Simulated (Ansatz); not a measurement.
# Cs2AgBiBr6 (Fm-3m) in Ansatz: settings compared, part 2 of 2

Ansatz 0.2.0.

**4. Relaxation of cell and atoms, PBEsol+D3(BJ)-ATM**

input.yaml reads:

```yaml
crystal:
  lattice:
    - [0.0, 5.6161, 5.6161]
    - [5.6161, 0.0, 5.6161]
    - [5.6161, 5.6161, 0.0]
  atoms:
    - { symbol: Bi, position: [0.0, 0.0, 0.0] }
    - { symbol: Cs, position: [0.75, 0.75, 0.75] }
    - { symbol: Cs, position: [0.25, 0.25, 0.25] }
    - { symbol: Ag, position: [0.5, 0.5, 0.5] }
    - { symbol: Br, position: [0.74945, 0.74945, 0.25055] }
    - { symbol: Br, position: [0.25055, 0.25055, 0.74945] }
    - { symbol: Br, position: [0.74945, 0.25055, 0.25055] }
    - { symbol: Br, position: [0.74945, 0.25055, 0.74945] }
    - { symbol: Br, position: [0.25055, 0.74945, 0.74945] }
    - { symbol: Br, position: [0.25055, 0.74945, 0.25055] }
hamiltonian:
  xc: pbesol
  pseudopotentials: { kind: paw }
  dispersion: d3bjatm
kpoints:
  mp_grid: { grid: [4, 4, 4] }
scf:
  occupations: { method: fermi_dirac, width: 0.05 }
output:
  forces: true
  stress: true
  eigenvalues: true
relax:
  f_tol: 0.01
  max_steps: 40
  cell: { stress_tol: 0.05 }
```

Potentials or basis: Ansatz PAW.

On the command line:

```console
$ ansatz run input.yaml --threads 4 --pin off --max-ram 11264MiB --backend cpu --events-out ev --progress --plain --runs-dir out
```

The program printed:

```text
Warning: RAYON_NUM_THREADS=4 ignored (pool sized by the plan → 4); use --threads N
Engine: ansatz 0.2.0, aarch64-unknown-linux-gnu
Pseudopotentials: kind: paw
Pseudopotential: Bi, paw, valence charge 15, recommended cutoff 420 eV (normal), Bi.paw.azcp
Pseudopotential: Cs, paw, valence charge 9, recommended cutoff 420 eV (normal), Cs.paw.azcp
Pseudopotential: Ag, paw, valence charge 19, recommended cutoff 420 eV (normal), Ag.paw.azcp
Pseudopotential: Br, paw, valence charge 7, recommended cutoff 420 eV (normal), Br.paw.azcp
[... 130 lines left out ...]
  k-point 2: bands = ["-85.5940", "-49.1406", "-49.1406", "-49.1406", "-18.1988", "-18.1988", "-18.1506", "-18.1506", "-18.1506", "-15.8855", "-15.8855", "-10.0440", "-9.7278", "-9.4509", "-9.4509", "-9.3382", "-9.3382", "-5.5688", "-2.7486", "-2.7486", "-2.7431", "-2.7431", "-2.6746", "-2.6740", "-0.4465", "0.0021", "0.0021", "1.2117", "1.2921", "1.2921", "1.8067", "1.8067", "1.8171", "2.4132", "2.4132", "2.4494", "2.4494", "2.7027", "2.9592", "2.9592", "3.2117", "3.2382", "3.2435", "3.2435", "3.3390", "3.6138", "3.6138", "6.0290", "8.5533", "8.5533", "9.7172", "9.8044", "10.1372", "10.1372", "10.3014", "10.3014", "11.0073"]
  k-point 7: bands = ["-85.5940", "-49.1406", "-49.1406", "-49.1406", "-18.1988", "-18.1988", "-18.1506", "-18.1506", "-18.1506", "-15.8854", "-15.8854", "-10.0197", "-9.6532", "-9.5108", "-9.5108", "-9.3666", "-9.3153", "-5.5525", "-2.7186", "-2.7186", "-2.7115", "-2.7112", "-2.6823", "-2.6809", "-0.1811", "0.4963", "0.4963", "0.6385", "0.9056", "1.2078", "1.2078", "1.3442", "1.9942", "2.2192", "2.2192", "2.4463", "2.6026", "2.6026", "2.6618", "3.0059", "3.0059", "3.0958", "3.1986", "3.3047", "3.3047", "3.6031", "4.8892", "7.5290", "7.7586", "7.7586", "10.4635", "10.5864", "10.5864", "10.6597", "10.7658", "10.7658", "10.7836"]
--- Relaxed structure (4 steps of the walk, 4 accepted, 1 SCFs on fresh bases) ---
  F+E_penalty+E_count = -47368.25813340 eV   max|allowed force component| = 2.236e-3 eV/Å   (the final SCF, on the basis selected at the relaxed cell)
  cell:  # Å, volume = 337.4313 Å³
    - [-1.2738430082238982e-34, 5.525672003000747, 5.525672003000747]
    - [5.525672003000747, 4.45845052878364e-34, 5.525672003000747]
    - [5.525672003000747, 5.525672003000747, 1.0572896968258348e-33]
  atoms:
    - { symbol: Bi, position: [3.590776590201428e-19, -1.2741465320069456e-19, -1.8919145475254858e-19] }
    - { symbol: Cs, position: [0.7500000000000001, 0.7500000000000001, 0.7500000000000001] }
    - { symbol: Cs, position: [0.25, 0.25, 0.25] }
    - { symbol: Ag, position: [0.5, 0.5, 0.5] }
    - { symbol: Br, position: [0.7452590554231674, 0.7452590554231674, 0.2547409445768325] }
    - { symbol: Br, position: [0.25474094457683266, 0.25474094457683266, 0.7452590554231673] }
    - { symbol: Br, position: [0.7452590554231673, 0.25474094457683266, 0.25474094457683266] }
    - { symbol: Br, position: [0.7452590554231674, 0.2547409445768325, 0.7452590554231673] }
    - { symbol: Br, position: [0.2547409445768325, 0.7452590554231674, 0.7452590554231673] }
    - { symbol: Br, position: [0.25474094457683266, 0.7452590554231673, 0.25474094457683266] }
```

It took 14 s on 4 threads of Arm Neoverse V2, shared host; peak memory 0.91 GiB.

Results:

* Free energy: -47368.2581 eV
* Relaxed volume: 33.74 Å³/atom
* Relaxed cell: a = 7.814 Å, b = 7.814 Å, c = 7.814 Å, α = 60.00°, β = 60.00°, γ = 60.00°
* Space group after relaxing (to 0.05 Å): Fm-3m (No. 225)
* Energy gained by relaxing: 10.3 meV/atom
* Ionic steps: 5
* Pressure after relaxing: 0.0 GPa
* Band gap on the k mesh: 1.03 eV, indirect (least direct gap 2.33 eV)

Forces on the atoms (eV/Å):
```
Bi   0.000  0.000  0.000
Cs   0.000  0.000  0.000
Cs   0.000  0.000  0.000
Ag   0.000  0.000  0.000
Br   0.000  0.000 -0.002
Br   0.000  0.000  0.002
Br   0.002  0.000  0.000
Br   0.000 -0.002  0.000
Br  -0.002  0.000  0.000
Br   0.000  0.002  0.000
```

Step by step:
| step | energy change (eV) | largest force (eV/Å) | volume (Å³) |
| --- | --- | --- | --- |
| 1 | 0.0000 | 0.3042 | 354.27 |
| 2 | -0.0893 | 0.0145 | 344.83 |
| 3 | -0.1044 | 0.0130 | 335.76 |
| 4 | -0.1050 | 0.0022 | 337.43 |
| 5 | -0.1034 | 0.0022 | 337.43 |

Final structure:
```yaml
crystal:
  lattice:
    - [0.00000, 5.52567, 5.52567]
    - [5.52567, 0.00000, 5.52567]
    - [5.52567, 5.52567, 0.00000]
  atoms:
    - { symbol: Bi, position: [0.00000, 0.00000, 0.00000] }
    - { symbol: Cs, position: [0.75000, 0.75000, 0.75000] }
    - { symbol: Cs, position: [0.25000, 0.25000, 0.25000] }
    - { symbol: Ag, position: [0.50000, 0.50000, 0.50000] }
    - { symbol: Br, position: [0.74526, 0.74526, 0.25474] }
    - { symbol: Br, position: [0.25474, 0.25474, 0.74526] }
    - { symbol: Br, position: [0.74526, 0.25474, 0.25474] }
    - { symbol: Br, position: [0.74526, 0.25474, 0.74526] }
    - { symbol: Br, position: [0.25474, 0.74526, 0.74526] }
    - { symbol: Br, position: [0.25474, 0.74526, 0.25474] }
```

Levels at points of the mesh, in eV from the valence-band top:
```
             k point  band 45  band 46  band 47  band 48  band 49  band 50
  (0.00, 0.00, 0.00)    -1.41    -0.68    -0.68     1.97     1.97     1.97
 (0.00, 0.00, -0.50)    -1.66    -1.38    -1.38     1.03     3.55     3.55
(0.00, -0.50, -0.50)    -1.43    -0.69     0.00     2.54     2.54     2.94
```

Caveat: the plane-wave basis is chosen anew once the cell has moved, so the energies of steps on either side of that aren't comparable; spin-orbit coupling is left out, which as a rule narrows the gap of such compounds by several tenths of an eV; the PAW data sets come from PBE, with cores solved anew for the run's functional, which leaves a small shift of forces and pressure. Expect the measured gap to be larger: semilocal functionals such as PBEsol lack the derivative discontinuity.

**5. Relaxation of cell and atoms, PBEsol+D4**

Changes to input.yaml since step 4:

```diff
@@ -19,3 +19,3 @@
   pseudopotentials: { kind: paw }
-  dispersion: d3bjatm
+  dispersion: d4
 kpoints:
@@ -28,2 +28,6 @@
   eigenvalues: true
+  write_density: true
+  write_potential: true
+  elf: true
+  volumetric_format: npy
 relax:
```

On the command line:

```console
$ ansatz run input.yaml --threads 4 --pin off --max-ram 11264MiB --backend cpu --events-out ev --progress --plain --runs-dir out
```

Run time: 15 s. Hardware: 4 threads of Arm Neoverse V2, shared host; peak memory 0.92 GiB.

It converged, with:

- Free energy: -47367.2725 eV
- Relaxed volume: 34.21 Å³/atom
- Relaxed cell: a = 7.850 Å, b = 7.850 Å, c = 7.850 Å, α = 60.00°, β = 60.00°, γ = 60.00°
- Space group after relaxing (to 0.05 Å): Fm-3m (No. 225)
- Energy gained by relaxing: 6.7 meV/atom
- Ionic steps: 5
- Pressure after relaxing: 0.0 GPa
- Band gap on the k mesh: 1.05 eV, indirect (least direct gap 2.33 eV)

The path:
| step | energy change (eV) | largest force (eV/Å) | volume (Å³) |
| --- | --- | --- | --- |
| 1 | 0.0000 | 0.3033 | 354.27 |
| 2 | -0.0575 | 0.0117 | 348.42 |
| 3 | -0.0678 | 0.0268 | 342.64 |
| 4 | -0.0681 | 0.0009 | 342.12 |
| 5 | -0.0670 | 0.0009 | 342.12 |

Final structure:
```yaml
crystal:
  lattice:
    - [0.00000, 5.55113, 5.55113]
    - [5.55113, 0.00000, 5.55113]
    - [5.55113, 5.55113, 0.00000]
  atoms:
    - { symbol: Bi, position: [0.00000, 0.00000, 0.00000] }
    - { symbol: Cs, position: [0.75000, 0.75000, 0.75000] }
    - { symbol: Cs, position: [0.25000, 0.25000, 0.25000] }
    - { symbol: Ag, position: [0.50000, 0.50000, 0.50000] }
    - { symbol: Br, position: [0.74555, 0.74555, 0.25445] }
    - { symbol: Br, position: [0.25445, 0.25445, 0.74555] }
    - { symbol: Br, position: [0.74555, 0.25445, 0.25445] }
    - { symbol: Br, position: [0.74555, 0.25445, 0.74555] }
    - { symbol: Br, position: [0.25445, 0.74555, 0.74555] }
    - { symbol: Br, position: [0.25445, 0.74555, 0.25445] }
```

Levels at points of the mesh, in eV from the valence-band top:
```csv
k point,band 43,band 44,band 45,band 46,band 47,band 48,band 49,band 50,band 51,band 52
"(0.00, 0.00, 0.00)",-1.35,-1.35,-1.35,-0.66,-0.66,2.00,2.00,2.00,3.40,4.22
"(0.00, 0.00, -0.50)",-1.69,-1.69,-1.61,-1.34,-1.34,1.05,3.54,3.54,4.75,4.85
"(0.00, -0.50, -0.50)",-1.73,-1.73,-1.37,-0.67,0.00,2.55,2.55,2.94,4.54,5.08
```

Caveat: the plane-wave basis is chosen anew once the cell has moved, so the energies of steps on either side of that aren't comparable; spin-orbit coupling is left out, which as a rule narrows the gap of such compounds by several tenths of an eV; the PAW data sets come from PBE, with cores solved anew for the run's functional, which leaves a small shift of forces and pressure.

**6. Overview**

```csv
level,gap on the mesh (eV),pressure (GPa),relaxed volume (Å³/atom)
PBEsol,1.09,0.0,35.00
PBEsol+D3(BJ),1.02,0.0,33.60
PBEsol+D3(BJ)-ATM,1.03,0.0,33.74
PBEsol+D4,1.05,0.0,34.21
```

Alike in all rows: task relaxation of cell and atoms; potentials or basis Ansatz PAW; no spin polarisation; cell relaxed; k mesh 4 × 4 × 4; cutoff (eV) 420; smearing fermi-dirac 0.05 eV.

Caveats: the plane-wave basis is chosen anew once the cell has moved, so the energies of steps on either side of that aren't comparable; spin-orbit coupling is left out, which as a rule narrows the gap of such compounds by several tenths of an eV; the PAW data sets come from PBE, with cores solved anew for the run's functional, which leaves a small shift of forces and pressure.

Total energies depend on the potentials used, so only differences within one code and one set of settings carry meaning.
